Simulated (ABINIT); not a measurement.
**BaTe (Fm-3m): G0W0 in ABINIT against the wavefunction cutoff in GW**

Wanted: the cheapest wavefunction cutoff in GW that holds the gap of BaTe (Fm-3m).

Method: PBE and many-body steps on it, plane waves, in ABINIT 10.8.3.

The database entry behind the starting cell differs from later determinations by our own check (about 0.2 % short), so it need not match the best structure at ambient conditions.

### 1. Set-up

Symmetry: Fm-3m, No. 225, cubic system. The conventional cell has a = 6.986 Å, b = 6.986 Å, c = 6.986 Å, α = 90.00°, β = 90.00°, γ = 90.00°. Nearest to Ba lie 6 Te at 3.49 Å. Nearest to Te lie 6 Ba at 3.49 Å. Farther neighbours and most contacts between anions are not listed.

The cell and positions come from the Crystallography Open Database and are kept as given unless a step says otherwise. Spin-orbit coupling is left out unless a step names it.

### 2. Screening, 2×2×2 mesh, 48 bands, screening to 106.1 eV

This step: ABINIT 10.8.3; RPA screening on PBE, plane waves, norm-conserving pseudopotentials.

The RPA dielectric matrix is built and inverted for each q.

run.abi reads:

```
acell 3*1.0 Angstrom
rprim 
  -0.000000000000 3.493000000000 3.493000000000
  3.493000000000 -0.000000000000 3.493000000000
  3.493000000000 3.493000000000 -0.000000000000
ntypat 2
znucl 56 52
natom 2
typat 1 2
xred 
  0.000000000000 0.000000000000 0.000000000000
  0.500000000000 0.500000000000 0.500000000000
pp_dirpath "pseudos"
pseudos "Ba.upf, Te.upf"
ecut 34
ngkpt 2 2 2
nshiftk 1
shiftk 0 0 0
kptopt 1
chksymbreak 0
istwfk *1
occopt 1
irdwfk 1
optdriver 3
nband 48
ecuteps 3.9
inclvkb 2
awtr 1
symchi 1
ecutwfn 10.2
indata_prefix "in"
outdata_prefix "out"
tmpdata_prefix "tmp"
```

Launch:

```console
$ OMP_NUM_THREADS=1 mpirun -n 4 abinit run.abi > log
```

The program printed:

```text
.Version 10.8.3 of ABINIT. v10.8.2 released Aug 2026.

 Symmetries : space group Fm -3 m (#225); Bravais cF (face-center cubic)
[... echo of the input left out ...]
== DATASET  1 ==================================================================
-   mpi_nproc: 4, omp_nthreads: 1 (-1 if OMP is not activated)

--- !DatasetInfo
iteration_state: {dtset: 1, }
dimensions: {natom: 2, nkpt: 3, mband: 48, nsppol: 1, nspinor: 1, nspden: 1, mpw: 934, }
cutoff_energies: {ecut:  10.2, pawecutdg:  -1.0, }
electrons: {nelect:   2.60000000E+01, charge:   0.00000000E+00, occopt:   1.00000000E+00, tsmear:   1.00000000E-02, }

 SCREENING: Calculation of the susceptibility and dielectric matrices

 Based on a program developped by R.W. Godby, V. Olevano, G. Onida, and L. Reining.
 Incorporated in ABINIT by V. Olevano, G.-M. Rignanese, and M. Torrent.
.Using double precision arithmetic ; gwpc =  8

[... cell and pseudopotentials left out ...]
--------------------------------------------------------------------------------

 ==== K-mesh for the wavefunctions ====
 Number of points in the irreducible wedge :     3
[... list of points left out ...]
 Together with 48 symmetry operations and time-reversal symmetry
 yields     8 points in the full Brillouin Zone.

 ==== Q-mesh for the screening function ====
 Number of points in the irreducible wedge :     3
[... list of points left out ...]
 Together with 48 symmetry operations and time-reversal symmetry
 yields     8 points in the full Brillouin Zone.

 setmesh: FFT mesh size selected  =    24x   24x   24
          total number of points  =        13824

 vcoul_init : cutoff-mode = AUXILIARY_FUNCTION
 q-points for optical limit:   1
     1)      0.000010    0.000020    0.000030

- screening: taking advantage of time-reversal symmetry
- Maximum band index for partially occupied states nbvw = 13
- Remaining bands to be divided among processors   nbcw = 35
- Number of bands treated by each node ~8

 Number of electrons calculated from density =   24.9360; Expected =   26.0000
 average of density, n =  0.043351
 r_s =    1.7659
 omega_plasma =   20.0843 [eV]

 calculating chi0 at frequencies [eV] :
  1    0.000000E+00    0.000000E+00
  2    0.000000E+00    2.008434E+01

--------------------------------------------------------------------------------
  q-point number  1        q = ( 0.000000, 0.000000, 0.000000) [r.l.u.]
--------------------------------------------------------------------------------
[... chi0 elements left out ...]
 For q-point:  0.000010 0.000020 0.000030
  dielectric constant =  11.8352
  dielectric constant without local fields =  14.2505

  Average fulfillment of the sum rule on Im[epsilon] for q-point    1 :     47.30  [%]
[... wings left out ...]
  q-point number  2        q = ( 0.500000, 0.000000, 0.000000) [r.l.u.]
--------------------------------------------------------------------------------
[... chi0 elements left out ...]
  Average fulfillment of the sum rule on Im[epsilon] for q-point    2 :     59.06  [%]

 [... 1 further q-points ...]
```

The job ended after 4.1 s (4 MPI ranks of Arm Neoverse N1, shared host; peak memory 0.2 GiB; 16 s of CPU time).

This step gave:

```
ε∞ with local fields, on this mesh, along the program's q direction : 11.84
the same without local fields                                       : 14.25
plasma frequency                                                    : 20.08 eV
plane waves in the screening matrix                                 : 181
```

Local fields lower ε∞ by 17 %. On a Γ-centred mesh this coarse the value itself is usually too large, while a short band sum pulls it down.

### 3. 10.2 Ha

This step: G0W0 on PBE, plane waves, norm-conserving pseudopotentials.

run.abi: that of step 2 with these lines changed.

```diff
@@ -23,8 +23,17 @@
 irdwfk 1
-optdriver 3
+optdriver 4
 nband 48
+gwcalctyp 0
+ecutsigx 10.2
+symsigma 1
+nkptgw 2
+kptgw 
+  0.0000000000 0.0000000000 0.0000000000
+  0.5000000000 0.5000000000 0.0000000000
+bdgw 
+  11 17
+  12 15
 ecuteps 3.9
-inclvkb 2
-awtr 1
-symchi 1
+irdscr 1
+ppmodel 1
 ecutwfn 10.2
```

The program printed:

```text
.Version 10.8.3 of ABINIT. v10.8.2 released Aug 2026.

 Symmetries : space group Fm -3 m (#225); Bravais cF (face-center cubic)
[... echo of the input left out ...]
== DATASET  1 ==================================================================
-   mpi_nproc: 4, omp_nthreads: 1 (-1 if OMP is not activated)

--- !DatasetInfo
iteration_state: {dtset: 1, }
dimensions: {natom: 2, nkpt: 3, mband: 48, nsppol: 1, nspinor: 1, nspden: 1, mpw: 934, }
cutoff_energies: {ecut:  10.2, pawecutdg:  -1.0, }
electrons: {nelect:   2.60000000E+01, charge:   0.00000000E+00, occopt:   1.00000000E+00, tsmear:   1.00000000E-02, }

 SIGMA: Calculation of the GW corrections

 Based on a program developped by R.W. Godby, V. Olevano, G. Onida, and L. Reining.
 Incorporated in ABINIT by V. Olevano, G.-M. Rignanese, and M. Torrent.
.Using double precision arithmetic ; gwpc =  8

[... cell and pseudopotentials left out ...]
--------------------------------------------------------------------------------

 ==== K-mesh for the wavefunctions ====
 Number of points in the irreducible wedge :     3
[... list of points left out ...]
 Together with 48 symmetry operations and time-reversal symmetry
 yields     8 points in the full Brillouin Zone.

 ==== Q-mesh for screening function ====
 Number of points in the irreducible wedge :     3
[... list of points left out ...]
 Together with 48 symmetry operations and time-reversal symmetry
 yields     8 points in the full Brillouin Zone.

 vcoul_init : cutoff-mode = AUXILIARY_FUNCTION
 q-points for optical limit:   1
     1)      0.000010    0.000020    0.000030
 setmesh: FFT mesh size selected  =    27x   27x   27
          total number of points  =        19683

 Number of electrons calculated from density =   24.9360; Expected =   26.0000
 average of density, n =  0.043351
 r_s =    1.7659
 omega_plasma =   20.0843 [eV]

 === KS Band Gaps ===
  >>>> For spin  1
   Minimum direct gap =   1.9141 [eV], located at k-point      :   0.5000  0.5000  0.0000
   Fundamental gap    =   1.5408 [eV], Top of valence bands at :   0.0000  0.0000  0.0000
                                       Bottom of conduction at :   0.5000  0.5000  0.0000
 SIGMA fundamental parameters:
 PLASMON POLE MODEL  1
 number of plane-waves for SigmaX                  893
 number of plane-waves for SigmaC and W            181
 number of plane-waves for wavefunctions           893
 number of bands                                    48
 number of independent spin polarizations            1
 number of spinorial components                      1
 number of k-points in IBZ                           3
 number of q-points in IBZ                           3
 number of symmetry operations                      48
 number of k-points in BZ                            8
 number of q-points in BZ                            8
 number of frequencies for dSigma/dE                 9
 frequency step for dSigma/dE [eV]                0.25
 number of omega for Sigma on real axis              0
 max omega for Sigma on real axis  [eV]           0.00
 zcut for avoiding poles [eV]                     0.10

 EPSILON^-1 parameters (SCR file):
 dimension of the eps^-1 matrix on file            181
 dimension of the eps^-1 matrix used               181
 number of plane-waves for wavefunctions           893
 number of bands                                    48
 number of q-points in IBZ                           3
 number of frequencies                               2
 number of real frequencies                          1
 number of imag frequencies                          1

 matrix elements of self-energy operator (all in [eV])

 Perturbative Calculation

--- !SelfEnergy_ee
iteration_state: {dtset: 1, }
kpoint     : [   0.000,    0.000,    0.000, ]
spin       : 1
KS_gap     :    2.952
QP_gap     :    4.038
Delta_QP_KS:    1.086
data: !SigmaeeData |
     Band     E0 <VxcDFT>   SigX SigC(E0)      Z dSigC/dE  Sig(E)    E-E0       E
       11   3.636 -11.742 -14.624   2.328   0.803  -0.245 -12.187  -0.444   3.192
       12   3.636 -11.742 -14.624   2.328   0.803  -0.245 -12.187  -0.444   3.192
       13   3.636 -11.742 -14.624   2.328   0.803  -0.245 -12.187  -0.444   3.192
       14   6.588  -8.299  -4.206  -3.315   0.825  -0.212  -7.657   0.642   7.229
       15   6.594  -8.412  -3.978  -3.346   0.814  -0.228  -7.526   0.886   7.480
       16   6.594  -8.412  -3.978  -3.346   0.814  -0.228  -7.526   0.886   7.480
       17   6.594  -8.412  -3.978  -3.346   0.814  -0.228  -7.526   0.886   7.480

--- !SelfEnergy_ee
iteration_state: {dtset: 1, }
kpoint     : [   0.500,    0.500,    0.000, ]
spin       : 1
KS_gap     :    1.914
QP_gap     :    3.017
Delta_QP_KS:    1.103
data: !SigmaeeData |
     Band     E0 <VxcDFT>   SigX SigC(E0)      Z dSigC/dE  Sig(E)    E-E0       E
       12   3.263 -11.441 -14.290   2.287   0.804  -0.244 -11.893  -0.452   2.810
       13   3.263 -11.441 -14.290   2.287   0.804  -0.244 -11.893  -0.452   2.810
       14   5.177  -7.540  -3.580  -3.165   0.819  -0.222  -6.889   0.651   5.828
       15   8.114 -10.324  -5.445  -3.260   0.813  -0.230  -9.008   1.316   9.430

== END DATASET(S) ==============================================================
================================================================================

 -outvars: echo values of variables after computation  --------
           etotal      0.0000000000E+00
            nband          48
             nkpt           3
          spgroup         225
 [... the other variables as echoed above ...]

 Calculation completed.
```

Run time: 4.8 s. Hardware: 4 MPI ranks; peak memory 0.21 GiB.

Numbers from this step:

```
G0W0 gap on the points computed              : 2.636 eV
starting gap on the mesh                     : 1.541 eV
k of the valence top                         : 0, 0, 0
k of the conduction bottom                   : 0.5, 0.5, 0
Z at the valence top                         : 0.803
Z at the conduction bottom                   : 0.819
least direct G0W0 gap on the computed points : 3.018 eV
```

### 4. Screening, 2×2×2 mesh, 48 bands, screening to 106.1 eV

This step: RPA screening on PBE, plane waves, norm-conserving pseudopotentials.

run.abi: that of step 3 with these lines changed.

```diff
@@ -23,18 +23,9 @@
 irdwfk 1
-optdriver 4
+optdriver 3
 nband 48
-gwcalctyp 0
-ecutsigx 10.2
-symsigma 1
-nkptgw 2
-kptgw 
-  0.0000000000 0.0000000000 0.0000000000
-  0.5000000000 0.5000000000 0.0000000000
-bdgw 
-  11 17
-  12 15
 ecuteps 3.9
-irdscr 1
-ppmodel 1
-ecutwfn 10.2
+inclvkb 2
+awtr 1
+symchi 1
+ecutwfn 17
 indata_prefix "in"
```

The program printed:

```text
.Version 10.8.3 of ABINIT. v10.8.2 released Aug 2026.

 Symmetries : space group Fm -3 m (#225); Bravais cF (face-center cubic)
[... echo of the input left out ...]
== DATASET  1 ==================================================================
-   mpi_nproc: 4, omp_nthreads: 1 (-1 if OMP is not activated)

--- !DatasetInfo
iteration_state: {dtset: 1, }
dimensions: {natom: 2, nkpt: 3, mband: 48, nsppol: 1, nspinor: 1, nspden: 1, mpw: 1964, }
cutoff_energies: {ecut:  17.0, pawecutdg:  -1.0, }
electrons: {nelect:   2.60000000E+01, charge:   0.00000000E+00, occopt:   1.00000000E+00, tsmear:   1.00000000E-02, }

 SCREENING: Calculation of the susceptibility and dielectric matrices

 Based on a program developped by R.W. Godby, V. Olevano, G. Onida, and L. Reining.
 Incorporated in ABINIT by V. Olevano, G.-M. Rignanese, and M. Torrent.
.Using double precision arithmetic ; gwpc =  8

[... cell and pseudopotentials left out ...]
--------------------------------------------------------------------------------

 ==== K-mesh for the wavefunctions ====
 Number of points in the irreducible wedge :     3
[... list of points left out ...]
 Together with 48 symmetry operations and time-reversal symmetry
 yields     8 points in the full Brillouin Zone.

 ==== Q-mesh for the screening function ====
 Number of points in the irreducible wedge :     3
[... list of points left out ...]
 Together with 48 symmetry operations and time-reversal symmetry
 yields     8 points in the full Brillouin Zone.

 setmesh: FFT mesh size selected  =    25x   25x   25
          total number of points  =        15625

 vcoul_init : cutoff-mode = AUXILIARY_FUNCTION
 q-points for optical limit:   1
     1)      0.000010    0.000020    0.000030

- screening: taking advantage of time-reversal symmetry
- Maximum band index for partially occupied states nbvw = 13
- Remaining bands to be divided among processors   nbcw = 35
- Number of bands treated by each node ~8

 Number of electrons calculated from density =   25.8915; Expected =   26.0000
 average of density, n =  0.045013
 r_s =    1.7439
 omega_plasma =   20.4655 [eV]

 calculating chi0 at frequencies [eV] :
  1    0.000000E+00    0.000000E+00
  2    0.000000E+00    2.046554E+01

--------------------------------------------------------------------------------
  q-point number  1        q = ( 0.000000, 0.000000, 0.000000) [r.l.u.]
--------------------------------------------------------------------------------
[... chi0 elements left out ...]
 For q-point:  0.000010 0.000020 0.000030
  dielectric constant =  11.8961
  dielectric constant without local fields =  14.3345

  Average fulfillment of the sum rule on Im[epsilon] for q-point    1 :     46.18  [%]
[... wings left out ...]
  q-point number  2        q = ( 0.500000, 0.000000, 0.000000) [r.l.u.]
--------------------------------------------------------------------------------
[... chi0 elements left out ...]
  Average fulfillment of the sum rule on Im[epsilon] for q-point    2 :     56.81  [%]

 [... 1 further q-points ...]
```

Run time: 4.4 s. Hardware: 4 MPI ranks; peak memory 0.21 GiB; 17 s of CPU time.

This step gave:

* ε∞ with local fields, on this mesh, along the program's q direction: 11.90
* the same without local fields: 14.33
* plasma frequency: 20.47 eV
* plane waves in the screening matrix: 181

### 5. 17 Ha

The self-energy is evaluated for the states that the input lists, and the levels follow from it, in one-shot runs by the linearised quasiparticle equation.

This step: G0W0 on PBE, plane waves, norm-conserving pseudopotentials.

run.abi: that of step 4 with these lines changed.

```diff
@@ -23,8 +23,17 @@
 irdwfk 1
-optdriver 3
+optdriver 4
 nband 48
+gwcalctyp 0
+ecutsigx 17
+symsigma 1
+nkptgw 2
+kptgw 
+  0.0000000000 0.0000000000 0.0000000000
+  0.5000000000 0.5000000000 0.0000000000
+bdgw 
+  11 17
+  12 15
 ecuteps 3.9
-inclvkb 2
-awtr 1
-symchi 1
+irdscr 1
+ppmodel 1
 ecutwfn 17
```

The program printed:

```text
.Version 10.8.3 of ABINIT. v10.8.2 released Aug 2026.

 Symmetries : space group Fm -3 m (#225); Bravais cF (face-center cubic)
[... echo of the input left out ...]
== DATASET  1 ==================================================================
-   mpi_nproc: 4, omp_nthreads: 1 (-1 if OMP is not activated)

--- !DatasetInfo
iteration_state: {dtset: 1, }
dimensions: {natom: 2, nkpt: 3, mband: 48, nsppol: 1, nspinor: 1, nspden: 1, mpw: 1964, }
cutoff_energies: {ecut:  17.0, pawecutdg:  -1.0, }
electrons: {nelect:   2.60000000E+01, charge:   0.00000000E+00, occopt:   1.00000000E+00, tsmear:   1.00000000E-02, }

 SIGMA: Calculation of the GW corrections

 Based on a program developped by R.W. Godby, V. Olevano, G. Onida, and L. Reining.
 Incorporated in ABINIT by V. Olevano, G.-M. Rignanese, and M. Torrent.
.Using double precision arithmetic ; gwpc =  8

[... cell and pseudopotentials left out ...]
--------------------------------------------------------------------------------

 ==== K-mesh for the wavefunctions ====
 Number of points in the irreducible wedge :     3
[... list of points left out ...]
 Together with 48 symmetry operations and time-reversal symmetry
 yields     8 points in the full Brillouin Zone.

 ==== Q-mesh for screening function ====
 Number of points in the irreducible wedge :     3
[... list of points left out ...]
 Together with 48 symmetry operations and time-reversal symmetry
 yields     8 points in the full Brillouin Zone.

 vcoul_init : cutoff-mode = AUXILIARY_FUNCTION
 q-points for optical limit:   1
     1)      0.000010    0.000020    0.000030
 setmesh: FFT mesh size selected  =    36x   36x   36
          total number of points  =        46656

 Number of electrons calculated from density =   25.8915; Expected =   26.0000
[...]
number of omega for Sigma on real axis              0
 max omega for Sigma on real axis  [eV]           0.00
 zcut for avoiding poles [eV]                     0.10

 EPSILON^-1 parameters (SCR file):
 dimension of the eps^-1 matrix on file            181
 dimension of the eps^-1 matrix used               181
 number of plane-waves for wavefunctions          1917
 number of bands                                    48
 number of q-points in IBZ                           3
 number of frequencies                               2
 number of real frequencies                          1
 number of imag frequencies                          1

 matrix elements of self-energy operator (all in [eV])

 Perturbative Calculation

--- !SelfEnergy_ee
iteration_state: {dtset: 1, }
kpoint     : [   0.000,    0.000,    0.000, ]
spin       : 1
KS_gap     :    2.952
QP_gap     :    3.979
Delta_QP_KS:    1.028
data: !SigmaeeData |
     Band     E0 <VxcDFT>   SigX SigC(E0)      Z dSigC/dE  Sig(E)    E-E0       E
       11   3.636 -11.628 -14.565   2.327   0.801  -0.248 -12.116  -0.489   3.147
       12   3.636 -11.628 -14.565   2.327   0.801  -0.248 -12.116  -0.489   3.147
       13   3.636 -11.628 -14.565   2.327   0.801  -0.248 -12.116  -0.489   3.147
[...]
--- !SelfEnergy_ee
iteration_state: {dtset: 1, }
kpoint     : [   0.500,    0.500,    0.000, ]
spin       : 1
KS_gap     :    1.914
QP_gap     :    3.012
Delta_QP_KS:    1.098
data: !SigmaeeData |
     Band     E0 <VxcDFT>   SigX SigC(E0)      Z dSigC/dE  Sig(E)    E-E0       E
[...]
14   5.177  -7.545  -3.626  -3.177   0.819  -0.221  -6.937   0.607   5.784
       15   8.114 -10.421  -5.526  -3.274   0.826  -0.210  -9.081   1.340   9.453

== END DATASET(S) ==============================================================
================================================================================

 -outvars: echo values of variables after computation  --------
           etotal      0.0000000000E+00
            nband          48
             nkpt           3
          spgroup         225
 [... the other variables as echoed above ...]

 Calculation completed.
```

It took 5 s on 4 MPI ranks; peak memory 0.22 GiB.

Numbers from this step:

| Item | Value |
| --- | --- |
| G0W0 gap on the points computed | 2.637 eV |
| starting gap on the mesh | 1.541 eV |
| k of the valence top | 0, 0, 0 |
| k of the conduction bottom | 0.5, 0.5, 0 |
| Z at the valence top | 0.801 |
| Z at the conduction bottom | 0.819 |
| least direct G0W0 gap on the computed points | 3.012 eV |

The gap on the mesh goes from 1.54 eV to 2.64 eV, a correction of +1.10 eV.

(Part 1 of 2 ends here.)

[Paths, hosts, dates, memory and timing lines, banners, echoed tables and standing remarks are left out of the program output.]

[Logs are printed without paths, hosts, clocks, repeated set-up lines and the standing remarks that a program may print on its own settings, such as how far it seeks lower states.]

[Runs of the session that timed out or met a known fault of the program may be left out.]

[Hosts, paths, dates, database ids (printed as entryN), source tags and the programs' standing remarks are cut or masked in the printed files.]

[G0W0 gaps are taken among the corrected bands and points alone; a level outside them can change the order at an edge.]

[Where Ansatz stands beside ABINIT at settings called matched, ABINIT's density can come from a denser mesh and the files from another edition; pairs whose starting gaps differed by over 0.03 eV were left out, so agreement reads better than it is.]
